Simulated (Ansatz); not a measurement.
# Co: the cost of one run

Computed with Ansatz 0.2.0 (DFT PBE, scalar-relativistic, plane waves, PAW, unless a step's input says otherwise).

2 further runs of the same task are left out: 1 that didn't finish, 1 set aside as unsound or not needed.

### 1 Starting point

Symmetry: P6_3/mmc, No. 194, hexagonal system. The conventional cell has a = 2.492 Å, b = 2.492 Å, c = 4.034 Å, α = 90.00°, β = 90.00°, γ = 120.00°. Co (site symmetry -6m2) is surrounded by 12 Co at 2.48 to 2.49 Å.

Structure file:

```xyz
2
Lattice="2.4923 0.0000 0.0000 -1.2461 2.1584 0.0000 0.0000 0.0000 4.0337" Properties=species:S:1:pos:R:3 pbc="T T T"
Co    0.0000    1.4389    1.0084
Co    1.2461    0.7195    3.0253
```

It is the result of an earlier relaxation at this level (volume 10.85 Å³/atom; gap on the mesh: none (metal), site moments up to 1.7 μB).

### 2 Building the ladder chain

A free-standing chain of the crystal's atoms, periodic along c. Atoms and period relax; energies count from the bulk, -5126.1526 eV an atom.

The cell holds 4 Co: a = 11.300 Å, b = 9.300 Å, c = 4.460 Å, α = 90.00°, β = 90.00°, γ = 90.00°.

### 3 Relaxation

Pressure and volume refer to the whole cell with its vacuum; only the period along c may change.

File input.yaml:

```yaml
crystal:
  lattice:
    - [11.3, 0.0, 0.0]
    - [0.0, 9.3, 0.0]
    - [0.0, 0.0, 4.4595439202]
  atoms:
    - { symbol: Co, position: [0.3964044001, 0.5, 0.0], spin: 1.84 }
    - { symbol: Co, position: [0.3964044001, 0.5, 0.5], spin: 1.84 }
    - { symbol: Co, position: [0.6035955999, 0.5, 0.0], spin: 1.84 }
    - { symbol: Co, position: [0.6035955999, 0.5, 0.5], spin: 1.84 }
basis:
  ecutwfc: 420
kpoints:
  mp_grid: { grid: [1, 1, 15] }
hamiltonian:
  xc: pbe
scf:
  occupations: { method: gaussian, width: 0.05 }
output:
  forces: true
  stress: true
  eigenvalues: true
  populations: true
  write_density: true
  write_potential: true
  elf: true
  volumetric_format: npy
magnetization:
  spin_polarized: true
relax:
  adjacent_minimum: "off"
  f_tol: 0.01
  max_steps: 45
  cell: { fix: [a, b, alpha, beta, gamma], stress_tol: 0.03 }
```

Launch:

```console
$ ansatz run input.yaml --threads 2 --pin off --max-ram 5120MiB --backend cpu --events-out ev --progress --plain --runs-dir out
```

Q: Estimate wall time and peak memory on 2 threads of Intel Xeon at 2.50GHz (Skylake/Cascade Lake), shared host.

About 3.6 min, with a peak of 0.9 GiB.
